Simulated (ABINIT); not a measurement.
# ZnO (zincite) (P6_3mc) in ABINIT: reference runs, part 2 of 2

ABINIT 10.8.3 (patched build). The steps go on from the part before.

## 4. Equation of state, PBE

run.abi

```
# Datasets: one volume each
ndtset 7
getwfk -1
scalecart1 3*0.9795861087
scalecart2 3*0.9864848297
scalecart3 3*0.9932883884
scalecart4 3*1.0000000000
scalecart5 3*1.0066227096
scalecart6 3*1.0131594038
scalecart7 3*1.0196128224

# Pseudopotentials
pp_dirpath "./"
pseudos "Zn.GGA_PBE-JTH.xml, O.GGA_PBE-JTH.xml"

# Structure
acell 3*1.0
rprim
     6.1403022146     0.0000000000     0.0000000000
    -3.0701511073     5.3176577047     0.0000000000
     0.0000000000     0.0000000000     9.8373642945
ntypat 2
znucl 30 8
natom 4
typat 1 1 2 2
xred
     0.6666666667     0.3333333333     0.0000000000
     0.3333333333     0.6666666667     0.5000000000
     0.3333333333     0.6666666667     0.8790100000
     0.6666666667     0.3333333333     0.3790100000

# Plane-wave basis
ecut 23.0
pawecutdg 45.0

# k points
kptopt 1
ngkpt 9 9 5
nshiftk 1
shiftk 0.0 0.0 0.0

# Exchange and correlation
ixc 11

# Bands and occupations
nband 22
occopt 3
tsmear 0.00183747

# SCF cycle
nstep 100
tolvrs 1.0e-9

# Output
iomode 3
prtwf 1
prtden 0
prteig 0
prtebands 0
enunit 1
```

Potentials or basis: JTH PAW PBE v2.0.

Launch:

```sh
$ abinit run.abi > log 2>&1
```

run.abo:

```text
.Version 10.8.3 of ABINIT
 DATASET    1 : space group P6_3 m c (#186); Bravais hP (primitive hexag.)
================================================================================
 Values of the parameters that define the memory need for DATASET  1.
     intxc =       0    ionmov =       0      iscf =      17    lmnmax =      18
     lnmax =       6     mgfft =      45  mpssoang =       3    mqgrid =    3001
     natom =       4  nloc_mem =       2    nspden =       1   nspinor =       1
    nsppol =       1      nsym =      12    n1xccc =       1    ntypat =       2
    occopt =       3   xclevel =       2
       mpw =        1607          nfft =       32805          nkpt =          36
 PAW method is used; the additional fine FFT grid is defined by:
   mgfftf=        60    nfftf =     96000
================================================================================
================================================================================
[... 71 lines left out ...]
 DATASET    7 : space group P6_3 m c (#186); Bravais hP (primitive hexag.)
================================================================================
 Values of the parameters that define the memory need for DATASET  7.
     intxc =       0    ionmov =       0      iscf =      17    lmnmax =      18
     lnmax =       6     mgfft =      45  mpssoang =       3    mqgrid =    3029
     natom =       4  nloc_mem =       2    nspden =       1   nspinor =       1
    nsppol =       1      nsym =      12    n1xccc =       1    ntypat =       2
    occopt =       3   xclevel =       2
       mpw =        1818          nfft =       40500          nkpt =          36
 PAW method is used; the additional fine FFT grid is defined by:
   mgfftf=        64    nfftf =    102400
================================================================================
================================================================================

--------------------------------------------------------------------------------
------------- Echo of variables that govern the present computation ------------
--------------------------------------------------------------------------------
 -outvars: echo values of preprocessed input variables --------
            acell      1.0000000000E+00  1.0000000000E+00  1.0000000000E+00 Bohr
              amu      6.53900000E+01  1.59994000E+01
             ecut      2.30000000E+01 Hartree
           enunit           1
           getwfk          -1
              ixc          11
           jdtset        1    2    3    4    5    6    7
         kptrlatt        9    0    0      0    9    0      0    0    5
          kptrlen1     4.81827270E+01
          kptrlen2     4.85220532E+01
          kptrlen3     4.88566986E+01
          kptrlen4     4.91868215E+01
          kptrlen5     4.95125715E+01
          kptrlen6     4.98340907E+01
          kptrlen7     5.01515139E+01
            natom           4
            nband          22
           ndtset           7
            ngfft1         27      27      45
            ngfft2         30      30      45
            ngfft3         30      30      45
            ngfft4         30      30      45
            ngfft5         30      30      45
            ngfft6         30      30      45
            ngfft7         30      30      45
          ngfftdg1         40      40      60
          ngfftdg2         40      40      60
          ngfftdg3         40      40      60
[... 45 lines left out ...]
                      -1.5891278114E-16  1.8506345384E+00  2.5676764764E+00
                      -1.5891278114E-16  1.8506345384E+00  4.5140265991E+00
                       1.6026965234E+00  9.2531726922E-01  1.9463501227E+00
           xangst3     1.6137499523E+00  9.3169896935E-01  5.7407082416E-16
                      -3.7305659750E-16  1.8633979387E+00  2.5853851498E+00
                      -3.7305659750E-16  1.8633979387E+00  4.5451588010E+00
                       1.6137499523E+00  9.3169896935E-01  1.9597736512E+00
           xangst4     1.6246539989E+00  9.3799442360E-01  0.0000000000E+00
                      -1.2714472962E-17  1.8759888472E+00  2.6028544982E+00
                      -1.2714472962E-17  1.8759888472E+00  4.5758702650E+00
                       1.6246539989E+00  9.3799442360E-01  1.9730157668E+00
           xangst5     1.6354136105E+00  9.4420648827E-01  5.8177739242E-16
[... 24 lines left out ...]
                      -2.4026871733E-17  3.5451051365E+00  4.9186821473E+00
                      -2.4026871733E-17  3.5451051365E+00  8.6471415885E+00
                       3.0701511073E+00  1.7725525682E+00  3.7284594413E+00
            xcart5     3.0904838265E+00  1.7842916691E+00  1.0993999379E-15
                      -2.0264562896E-17  3.5685833383E+00  4.9512571507E+00
                      -2.0264562896E-17  3.5685833383E+00  8.7044090961E+00
                       3.0904838265E+00  1.7842916691E+00  3.7531519454E+00
            xcart6     3.1105524654E+00  1.7958783032E+00  0.0000000000E+00
                      -1.6458085534E-16  3.5917566065E+00  4.9834090718E+00
                      -1.6458085534E-16  3.5917566065E+00  8.7609328164E+00
                       3.1105524654E+00  1.7958783032E+00  3.7775237446E+00
            xcart7     3.1303654357E+00  1.8073173269E+00  0.0000000000E+00
                      -7.0796573921E-16  3.6146346539E+00  5.0151513866E+00
                      -7.0796573921E-16  3.6146346539E+00  8.8167364408E+00
                       3.1303654357E+00  1.8073173269E+00  3.8015850541E+00
             xred      6.6666666667E-01  3.3333333333E-01  0.0000000000E+00
                       3.3333333333E-01  6.6666666667E-01  5.0000000000E-01
                       3.3333333333E-01  6.6666666667E-01  8.7901000000E-01
                       6.6666666667E-01  3.3333333333E-01  3.7901000000E-01
            znucl       30.00000    8.00000

================================================================================

 chkinp: Checking input parameters for consistency, jdtset=   1.

 chkinp: Checking input parameters for consistency, jdtset=   2.
[... 52 lines left out ...]
- pspini: atom type   2  psp file is ./O.GGA_PBE-JTH.xml
 Pseudopotential format is: paw10
 basis_size (lnmax)=  4 (lmn_size=  8), orbitals=   0   0   1   1
 Spheres core radius: rc_sph= 1.41465230
 Shapefunction is SIN type: shapef(r)=[sin(pi*r/rshp)/(pi*r/rshp)]**2
 Radius for shape functions =  1.20231231
 Compensation charge density is not taken into account in XC energy/potential

   9.24308564E+02                                ecore*ucvol(ha*bohr**3)
--------------------------------------------------------------------------------

[... 1475 lines left out ...]
-Cartesian components of stress tensor (GPa)         [Pressure= -3.3213E+00 GPa]
- sigma(1 1)=  3.80519478E+00  sigma(3 2)=  0.00000000E+00
- sigma(2 2)=  3.80519478E+00  sigma(3 1)=  0.00000000E+00
- sigma(3 3)=  2.35359664E+00  sigma(2 1)=  0.00000000E+00

== END DATASET(S) ==============================================================
================================================================================

 -outvars: echo values of variables after computation  --------
            acell      1.0000000000E+00  1.0000000000E+00  1.0000000000E+00 Bohr
           etotal1    -1.6097110003E+02
           etotal2    -1.6097398948E+02
           etotal3    -1.6097606599E+02
           etotal4    -1.6097741382E+02
           etotal5    -1.6097810509E+02
           etotal6    -1.6097821394E+02
           etotal7    -1.6097778865E+02
            fcart1     1.7906337347E-28  1.0338228687E-28 -1.7963458495E-03
                      -1.7906337347E-28 -1.0338228687E-28 -1.7963458495E-03
                      -1.7906337347E-28 -1.0338228687E-28  1.7963458495E-03
                       1.7906337347E-28  1.0338228687E-28  1.7963458495E-03
            fcart2    -1.7781114108E-28 -1.0265931017E-28 -1.6543487693E-03
                       1.7781114108E-28  1.0265931017E-28 -1.6543487693E-03
                       1.7781114108E-28  1.0265931017E-28  1.6543487693E-03
                      -1.7781114108E-28 -1.0265931017E-28  1.6543487693E-03
            fcart3    -1.7659321832E-28 -1.0195614213E-28 -1.5155441031E-03
                       1.7659321832E-28  1.0195614213E-28 -1.5155441031E-03
[... 66 lines left out ...]
                      -1.2714472962E-17  1.8759888472E+00  2.6028544982E+00
                      -1.2714472962E-17  1.8759888472E+00  4.5758702650E+00
                       1.6246539989E+00  9.3799442360E-01  1.9730157668E+00
           xangst5     1.6354136105E+00  9.4420648827E-01  5.8177739242E-16
                      -1.0723544866E-17  1.8884129765E+00  2.6200924477E+00
                      -1.0723544866E-17  1.8884129765E+00  4.6061749249E+00
                       1.6354136105E+00  9.4420648827E-01  1.9860824772E+00
           xangst6     1.6460334769E+00  9.5033787098E-01  0.0000000000E+00
                      -8.7092437939E-17  1.9006757420E+00  2.6371065116E+00
                      -8.7092437939E-17  1.9006757420E+00  4.6360859895E+00
                       1.6460334769E+00  9.5033787098E-01  1.9989794779E+00
           xangst7     1.6565180493E+00  9.5639114164E-01  0.0000000000E+00
                      -3.7463933503E-16  1.9127822833E+00  2.6539038212E+00
                      -3.7463933503E-16  1.9127822833E+00  4.6656159958E+00
                       1.6565180493E+00  9.5639114164E-01  2.0117121746E+00
             xred      6.6666666667E-01  3.3333333333E-01  0.0000000000E+00
                       3.3333333333E-01  6.6666666667E-01  5.0000000000E-01
                       3.3333333333E-01  6.6666666667E-01  8.7901000000E-01
                       6.6666666667E-01  3.3333333333E-01  3.7901000000E-01
 Calculation completed.
```

Run time: 8.5 min. Hardware: 1 thread of AMD EPYC 7R13 (Zen 3), shared host; peak memory 0.18 GiB.

Results:

- Equilibrium volume: 12.30 Å³/atom
- Bulk modulus at fixed shape and positions: 129 GPa
- Pressure derivative of the bulk modulus: 4.5

Energy against volume, from the lowest point:
```tsv
volume (Å³/atom)	energy (meV/atom)
11.186	48.39
11.424	28.74
11.662	14.61
11.900	5.44
12.138	0.74
12.376	0.00
12.614	2.89
```

Caveat: pressures at fixed basis lie under the slope of the energies; the cell was scaled at fixed shape and fractional positions, which overstates the stiffness of a crystal with free parameters, most of all of layers and chains; the atomic spheres overlap.

## 5. Summary

| task | cell | gap on the mesh (eV) | pressure (GPa) | largest force (eV/Å) |
| --- | --- | --- | --- | --- |
| single point | as given | 0.79 | 4.4 | 0.07 |
| single point | atoms moved at random, drawn with an rms of 0.05 Å | 0.76 | 4.9 | 1.01 |
| equation of state | as given | - | - | - |

Alike in all rows: level PBE; potentials or basis JTH PAW PBE v2.0; no spin polarisation; k mesh 9 × 9 × 5; cutoff (eV) 626; smearing fermi-dirac 0.05 eV.

Caveats: the atomic spheres overlap (some runs); pressures at fixed basis lie under the slope of the energies (some runs); the cell was scaled at fixed shape and fractional positions, which overstates the stiffness of a crystal with free parameters, most of all of layers and chains (some runs).

Absolute energies hang on the potentials; compare differences alone.

## 6. Against experiment

Step 2. A measured gap of ZnO is 3.37 eV (quoted in “Electronic structure of alkaline earth and post-transition metal oxides”, 2009, arxiv:0908.1581); the calculated 0.79 eV misses it by -2.58 eV. So large a miss can be the level of theory's own, or it may mean another phase, state or a wrong row. The value is that of PBE, without temperature or zero-point motion. Semilocal functionals fall short of measured gaps as a rule.
